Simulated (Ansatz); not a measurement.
**ZnS: a fit and a missing row**

ZnS, P6_3mc, a = 3.845 Å, c = 6.305 Å. The compound has several low-lying forms, and this is one of them. Ansatz: PBE, PAW, 420 eV, Γ-centred 12×12×6 mesh on 4 atoms, Gaussian smearing 0.02 eV; no spin polarisation. Shape and atoms are relaxed at each volume; pressure is positive in compression.

```tsv
V (Å³/atom)	P (GPa)
18.976	4.89
19.582	2.24
20.188	-0.01
20.793	-1.92
21.399	?
```

Take V0 = 20.188 Å³/atom, count pressures from its P0 = -0.01 GPa, fit the third-order Birch–Murnaghan form to the other rows, and predict the missing pressure.

With the Eulerian strain f = ½[(V0/V)^(2/3) − 1] and y = (P − P0)/[3f(1 + 2f)^(5/2)], the form is the line y = B0 + 1.5 B0 (B0′ − 4) f. Rows (f, y): 0.02107, 69.9; 0.01026, 69.5; -0.00975, 68.6. Means f = 0.007193, y = 69.333; Σ(Δf)² = 0.0004890, ΣΔfΔy = 0.02080; the slope is their ratio. y = 69.03 + 42.53 f GPa, so B0 = 69.0 GPa and B0′ = 4 + 2 × (42.53)/(3 × 69.03) = 4.41. At V = 21.399, f = -0.01905, y = 68.22 and P = -3.55 GPa. The run gave -3.55 GPa, the same to the digits shown. The form still works here, 33 % of the fitted range beyond its end.